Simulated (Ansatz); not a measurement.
## CdF2: band structure with LDA

The system is CdF2.

```xyz
3
Lattice="0.0000 2.6940 2.6940 2.6940 0.0000 2.6940 2.6940 2.6940 0.0000" Properties=species:S:1:pos:R:3 pbc="T T T"
Cd    0.0000    0.0000    0.0000
F     4.0410    4.0410    4.0410
F     1.3470    1.3470    1.3470
```

```yaml
Program: Ansatz 0.2.0
Task: band structure
Functional: LDA
Potentials_or_basis: Ansatz PAW
Cutoff: "420 eV (not typed: the program's choice for these potentials)"
k_mesh: 9 × 9 × 9
Occupations: fermi-dirac, width 0.05 eV
Spin: no spin polarisation
Path: "[[\"G\", \"X\", \"W\", \"K\", \"G\", \"L\", \"U\", \"W\", \"L\", \"K\"], [\"U\", \"X\"]]"
Points_for_each_segment_of_the_path: 14
```

The pressure is -5.7 GPa, the band gap on the k mesh is 2.84 eV, indirect (least direct gap 3.29 eV) and the band gap along the path is 2.81 eV, indirect (least direct gap 3.29 eV).

Levels at the corners of the path, in eV from the valence-band top:
| point | band 14 | band 15 | band 16 | band 17 | band 18 | band 19 | band 20 | band 21 |
| --- | --- | --- | --- | --- | --- | --- | --- | --- |
| Γ | -1.01 | -0.48 | -0.48 | -0.48 | 2.81 | 12.31 | 12.31 | 12.31 |
| X | -3.04 | -0.53 | -0.09 | -0.09 | 7.74 | 9.37 | 11.48 | 13.93 |
| W | -1.56 | -1.56 | -0.63 | 0.00 | 7.81 | 11.07 | 11.39 | 11.39 |
| K | -2.34 | -0.99 | -0.36 | -0.20 | 7.70 | 10.45 | 10.73 | 14.09 |
| Γ | -1.01 | -0.48 | -0.48 | -0.48 | 2.81 | 12.31 | 12.31 | 12.31 |
| L | -1.90 | -1.90 | -0.38 | -0.38 | 6.94 | 8.80 | 14.15 | 14.15 |
| U | -2.34 | -0.99 | -0.36 | -0.20 | 7.70 | 10.45 | 10.73 | 14.09 |
| W | -1.56 | -1.56 | -0.63 | 0.00 | 7.81 | 11.07 | 11.39 | 11.39 |
| L | -1.90 | -1.90 | -0.38 | -0.38 | 6.94 | 8.80 | 14.15 | 14.15 |
| K | -2.34 | -0.99 | -0.36 | -0.20 | 7.70 | 10.45 | 10.73 | 14.09 |
| U | -2.34 | -0.99 | -0.36 | -0.20 | 7.70 | 10.45 | 10.73 | 14.09 |
| X | -3.04 | -0.53 | -0.09 | -0.09 | 7.74 | 9.37 | 11.48 | 13.93 |

It took 0.8 s on 2 threads of AMD EPYC 9R45 96-Core Processor (Zen 5), on a shared host, peak memory 0.35 GiB.

Caveat: the pressure holds a Pulay correction of +0.9 GPa for the finite cutoff; the PAW data sets come from PBE, with cores solved anew for the run's functional, which leaves a small shift of forces and pressure. As with any semilocal functional, this LDA gap is likely too small.
